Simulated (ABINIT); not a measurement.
PbS:

```
CELL_PARAMETERS angstrom
3.65366 0.00000 0.00000
0.00000 3.65366 0.00000
0.00000 0.00000 3.65366
ATOMIC_POSITIONS crystal
Pb 0.00000 0.00000 0.00000
S 0.50000 0.50000 0.50000
```

Measurements of this composition are mostly on another form, of space group No. 225.

Program: ABINIT 10.8.3 (patched build). Alike in all runs: task single point; potentials or basis JTH PAW PBE v2.0; no spin polarisation; cell as given; k mesh 7 × 7 × 7; cutoff (eV) 707; smearing fermi-dirac 0.05 eV.

Order these runs on this cell by their pressure, lowest first.
A. level LDA
B. level RPBE
C. level BLYP
D. level PBE
E. level WC

A (-5.4 GPa), E (-3.6 GPa), D (-0.3 GPa), B (1.8 GPa), C (4.3 GPa).

Caveats: the PAW data sets were made with another functional, which shifts forces and pressure a little (some runs).
